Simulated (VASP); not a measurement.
# MoSe2 (P6_3/mmc) in VASP: notebook, part 2 of 3

VASP 6.6.1. Earlier steps stand in the parts before.

### 3 Relaxation of shape and atoms at fixed volume, PBE+D3(BJ) (a relaxed cell with its volume scaled by 0.98)

INCAR

```
PREC = Accurate ; ENCUT = 600
EDIFF = 1E-7 ; ISMEAR = 0
SIGMA = 0.03 ; LREAL = F
LASPH = T ; NELM = 80
ALGO = Normal ; ISIF = 4
LWAVE = F ; LCHARG = F
GGA = PE ; IVDW = 12
IBRION = 2 ; NSW = 40
EDIFFG = -0.01 ; KPAR = 2
```

KPOINTS

```
regular mesh
0
Gamma
  9 9 2
```

POSCAR

```
MoSe2                                   
1.0
    3.2566575199      0.0000000000      0.0000000000
   -1.6283287600      2.8203481436      0.0000000000
    0.0000000000      0.0000000000     12.6396062590
  Mo              Se            
     2     4
Direct
     0.3333333332999970    0.6666666667000030    0.2500000000000000
     0.6666666667000030    0.3333333332999970    0.7500000000000000
     0.3333333332999970    0.6666666667000030    0.6183309794846110
     0.6666666667000030    0.3333333332999970    0.1183309794846110
     0.3333333332999970    0.6666666667000030    0.8816690205153890
     0.6666666667000030    0.3333333332999970    0.3816690205153890
```

Potentials or basis: VASP PAW PBE potentials, release 64 (Mo_sv, Se).

Started as:

```console
> cat potpaw_PBE.64/Mo_sv/POTCAR potpaw_PBE.64/Se/POTCAR > POTCAR
> mpirun -np 2 vasp_std > vasp.out
```

OUTCAR:

```text
PREC = Accurate
   ENCUT = 600
   EDIFF = 1E-7
   ISMEAR = 0
   LREAL = F
   LASPH = T
   NELM = 80
   ISIF = 4
   GGA = PE
   IVDW = 12
   IBRION = 2
   NSW = 40
   EDIFFG = -0.01
 IVDW          = 12

 ion  position               nearest neighbor table
   1  0.333  0.667  0.250-   4 2.51   6 2.51   4 2.51   6 2.51   4 2.51   6 2.51
   2  0.667  0.333  0.750-   3 2.51   5 2.51   3 2.51   5 2.51   3 2.51   5 2.51
   3  0.333  0.667  0.618-   2 2.51   2 2.51   2 2.51
   4  0.667  0.333  0.118-   1 2.51   1 2.51   1 2.51
   5  0.333  0.667  0.882-   2 2.51   2 2.51   2 2.51
   6  0.667  0.333  0.382-   1 2.51   1 2.51   1 2.51

  LATTYP: Found a hexagonal cell.
 ALAT       =     3.2566575199
 C/A-ratio  =     3.8811591891

  Lattice vectors:

 A1 = (   3.2566575199,   0.0000000000,   0.0000000000)
 A2 = (  -1.6283287600,   2.8203481436,   0.0000000000)
 A3 = (   0.0000000000,   0.0000000000,  12.6396062590)

Analysis of symmetry for initial positions (statically):
=====================================================================
 Subroutine PRICEL returns:
 Original cell was already a primitive cell.

 Routine SETGRP: Setting up the symmetry group for a
 hexagonal supercell.

 Subroutine GETGRP returns: Found 24 space group operations
 (whereof 12 operations were pure point group operations)
 out of a pool of 24 trial point group operations.

The static configuration has the point symmetry D_3d.
 The point group associated with its full space group is D_6h.

Analysis of symmetry for dynamics (positions and initial velocities):
=====================================================================
 Subroutine PRICEL returns:
 Original cell was already a primitive cell.

 Routine SETGRP: Setting up the symmetry group for a
 hexagonal supercell.

 Subroutine GETGRP returns: Found 24 space group operations
 (whereof 12 operations were pure point group operations)
 out of a pool of 24 trial point group operations.

The dynamic configuration has the point symmetry D_3d.
 The point group associated with its full space group is D_6h.

 Subroutine INISYM returns: Found 24 space group operations
 (whereof 12 operations are pure point group operations),
 and found     1 'primitive' translations

----------------------------------------------------------------------------------------

                                     Primitive cell

  volume of cell :     116.0936

  direct lattice vectors                    reciprocal lattice vectors
     3.256657520  0.000000000  0.000000000     0.307063298  0.177283078  0.000000000
    -1.628328760  2.820348144  0.000000000     0.000000000  0.354566156  0.000000000
     0.000000000  0.000000000 12.639606259     0.000000000  0.000000000  0.079116389

  length of vectors
     3.256657520  3.256657520 12.639606259     0.354566156  0.354566156  0.079116389

  position of ions in fractional coordinates (direct lattice)
     0.333333333  0.666666667  0.250000000
     0.666666667  0.333333333  0.750000000
     0.333333333  0.666666667  0.618330979
     0.666666667  0.333333333  0.118330979
     0.333333333  0.666666667  0.881669021
     0.666666667  0.333333333  0.381669021

  ion indices of the primitive-cell ions
   primitive index   ion index
                 1           1
                 2           2
                 3           3
                 4           4
                 5           5
                 6           6

----------------------------------------------------------------------------------------

 KPOINTS: regular mesh

Automatic generation of k-mesh.
 Grid dimensions read from file:
 generate k-points for:    9    9    2

 Generating k-lattice:

  Cartesian coordinates                     Fractional coordinates (reciprocal lattice)
     0.034118144  0.019698120  0.000000000     0.111111111  0.000000000  0.000000000
     0.000000000  0.039396240  0.000000000     0.000000000  0.111111111  0.000000000
     0.000000000  0.000000000  0.039558194     0.000000000  0.000000000  0.500000000

  Length of vectors
     0.039396240  0.039396240  0.039558194

  Shift w.r.t. Gamma in fractional coordinates (k-lattice)
     0.000000000  0.000000000  0.000000000

 Subroutine IBZKPT returns following result:
 ===========================================

 Found     24 irreducible k-points:

 Following reciprocal coordinates:
            Coordinates               Weight
  0.000000  0.000000  0.000000      1.000000
  0.111111 -0.000000  0.000000      6.000000
  0.222222 -0.000000  0.000000      6.000000
  0.333333 -0.000000  0.000000      6.000000
  0.444444 -0.000000  0.000000      6.000000
  0.111111  0.111111  0.000000      6.000000
[... 16 lines left out ...]
  0.333333  0.222222  0.500000     12.000000
  0.333333  0.333333  0.500000      2.000000
   k-points           NKPTS =     24   k-points in BZ     NKDIM =     24   number of bands    NBANDS=     31
   number of dos      NEDOS =    301   number of ions     NIONS =      6
   total plane-waves  NPLWV =  84672
   dimension x,y,z NGX =    28 NGY =   28 NGZ =  108
   dimension x,y,z NGXF=    56 NGYF=   56 NGZF=  216
   ions per type =               2   4
   NGX,Y,Z   is equivalent  to a cutoff of  14.29, 14.29, 14.21 a.u.
   NGXF,Y,Z  is equivalent  to a cutoff of  28.59, 28.59, 28.41 a.u.
 SYSTEM =  unknown system
   PREC   = accura    normal or accurate (medium, high low for compatibility)
   ISTART =      0    job   : 0-new  1-cont  2-samecut
   ICHARG =      2    charge: 1-file 2-atom 10-const
   ISPIN  =      1    spin polarized calculation?
   LNONCOLLINEAR =      F non collinear calculations
   LSORBIT =      F    spin-orbit coupling
   LASPH  =      T    aspherical Exc in radial PAW
   ENCUT  =  600.0 eV  44.10 Ry    6.64 a.u.   6.50  6.50 25.24*2*pi/ulx,y,z
   NELM   =     80;   NELMIN=  2; NELMDL= -5     # of ELM steps
   EDIFF  = 0.1E-06   stopping-criterion for ELM
   LREAL  =      F    real-space projection
   EDIFFG = -.1E-01   stopping-criterion for IOM
   NSW    =     40    number of steps for IOM
   IBRION =      2    ionic relax: 0-MD 1-quasi-New 2-CG
   NFREE  =      1    steps in history (QN), initial steepest desc. (CG)
   ISIF   =      4    stress and relaxation
   ISYM   =      2    0-nonsym 1-usesym 2-fastsym
   POTIM  = 0.5000    time-step for ionic-motion
   TEBEG  =    0.0;   TEEND  =   0.0 temperature during run
   PSTRESS=    0.0 pullay stress
   NELECT =      52.0000    total number of electrons
   NUPDOWN=      -1.0000    fix difference up-down
   EMIN   =  10.00;   EMAX   =-10.00  energy-range for DOS
   EFERMI =   0.00;   METHOD = LEGACY
   ISMEAR =     0;   SIGMA  =   0.03  broadening in eV -4-tet -1-fermi 0-gaus
   EFERMI_NEDOS =   21; number of points for ismear=-14 and -15
   IALGO  =     38    algorithm
   IMIX   =      4    mixing-type and parameters
     AMIX     =   0.40;   BMIX     =  1.00
     AMIX_MAG =   1.60;   BMIX_MAG =  1.00
  volume/ion in A,a.u.               =      19.35       130.57
  Fermi-wavevector in a.u.,A,eV,Ry     =   1.252583  2.367039 21.347052  1.568964
  Thomas-Fermi vector in A             =   2.386476
   LORBIT       =      0    0 simple, 1 ext, 2 COOP (PROOUT), +10 PAW based schemes
   GGA     = PE    functional components
   LHFCALC =     F    Hartree Fock is set to
   AEXX    =    0.0000 exact exchange contribution
   IVDW    =    12    specifies the selected vdW correction
   LEPSILON=     F    determine dielectric tensor
   LRPA    =     F    only Hartree local field effects (RPA)
 conjugate gradient relaxation of ions
 non-spin polarized calculation
 Gauss-broadening in eV      SIGMA  =   0.03
  energy-cutoff  :      600.00
  volume of cell :      116.09
 maximum number of plane-waves:      3938
 NGX is ok and might be reduce to    28
   NGX = 13   NGY = 13   NGZ = 51

--------------------------------------- Ionic step        1  -------------------------------------------

 number of electron      52.0000000 magnetization

 Free energy of the ion-electron system (eV)
  ---------------------------------------------------
  ext. energy  EPLUGINS =         0.00000000
  ---------------------------------------------------
  free energy    TOTEN  =       -39.72987886 eV

  energy without entropy =      -39.72987886  energy(sigma->0) =      -39.72987886

------------------------ aborting loop because EDIFF is reached ----------------------------------------

 Edisp (eV)   -2.93340

 E8    (eV) :    -1.2653

  FORCE on cell =-STRESS in cart. coord.  units (eV):
  Direction    XX          YY          ZZ          XY          YZ          ZX
  --------------------------------------------------------------------------------------
  -------------------------------------------------------------------------------------
  Total       1.88857     1.88857     2.31203    -0.00000     0.00000     0.00000
  in kB      26.06367    26.06367    31.90765    -0.00000     0.00000     0.00000
  external pressure =       28.01 kB  Pullay stress =        0.00 kB
[... 157 lines left out ...]
  energy  without entropy=      -42.6747355161  energy(sigma->0) =      -42.67473552

--------------------------------------- Ionic step        5  -------------------------------------------

 number of electron      51.9999999 magnetization

 Free energy of the ion-electron system (eV)
  ---------------------------------------------------
  ext. energy  EPLUGINS =         0.00000000
  ---------------------------------------------------
  free energy    TOTEN  =       -39.74194085 eV

  energy without entropy =      -39.74194085  energy(sigma->0) =      -39.74194085

 E-fermi :   7.2549     XC(G=0): -10.9546

 val. band max:        7.0043698043   @ k =   0.0000   0.0000   0.0000
 cond. band min:       7.7832979964   @ k =   0.2222   0.1111   0.0000
 fundamental gap:      0.7789281921
 Fermi energy:         7.2549484322

 k-point     1 :       0.0000    0.0000    0.0000
  band No.  band energies     occupation
      1     -54.2272      2.00000
      2     -54.2272      2.00000
      3     -28.4059      2.00000
      4     -28.4058      2.00000
      5     -28.1968      2.00000
      6     -28.1968      2.00000
[... 842 lines left out ...]
  FREE ENERGIE OF THE ION-ELECTRON SYSTEM (eV)
  ---------------------------------------------------
  free  energy   TOTEN  =       -42.6756768600 eV

  energy  without entropy=      -42.6756768600  energy(sigma->0) =      -42.67567686

 reached required accuracy - stopping structural energy minimisation
```

Wall time 4.5 min (2 MPI ranks of AMD EPYC 7R13 (Zen 3), shared host); peak memory 0.32 GiB.

What came out:

| Property | Result |
| --- | --- |
| Free energy | -42.6757 eV |
| Energy gained by relaxing | 2.1 meV/atom |
| Ionic steps | 5 |
| Pressure after relaxing | 1.1 GPa |
| Band gap on the k mesh | 0.78 eV, indirect (least direct gap 1.48 eV) |
| Dispersion energy per atom | -0.489 eV |

Forces in eV/Å, atoms in the order of the input:
```
Mo   0.000  0.000  0.000
Mo   0.000  0.000  0.000
Se   0.000  0.000 -0.002
Se   0.000  0.000 -0.002
Se   0.000  0.000  0.002
Se   0.000  0.000  0.002
```

The path:
```
step  energy change (eV)  largest force (eV/Å)  pressure (GPa)
   1              0.0000                0.3088            2.80
   2             -0.0086                0.0031            1.48
   3             -0.0087                0.0312            1.60
   4             -0.0115                0.0173            1.35
   5             -0.0124                0.0024            1.10
```

Final structure:
```
Mo Se
1.0
     3.26606    0.00000    0.00000
    -1.63303    2.82849    0.00000
     0.00000    0.00000   12.56695
Mo Se
2 4
Direct
  0.33333 0.66667 0.25000
  0.66667 0.33333 0.75000
  0.33333 0.66667 0.61658
  0.66667 0.33333 0.11658
  0.33333 0.66667 0.88342
  0.66667 0.33333 0.38342
```

Levels at points of the mesh, in eV from the valence-band top:
```csv
k point,band 23,band 24,band 25,band 26,band 27,band 28,band 29,band 30
"(0.00, 0.00, 0.00)",-1.50,-1.28,-0.60,0.00,2.44,2.44,2.54,2.54
"(0.00, 0.00, 0.50)",-1.54,-1.54,-0.15,-0.15,2.45,2.45,2.45,2.45
```

Caveat: an odd mesh through Γ misses points on the zone boundary, where band edges often lie.

[end of part 2 of 3]
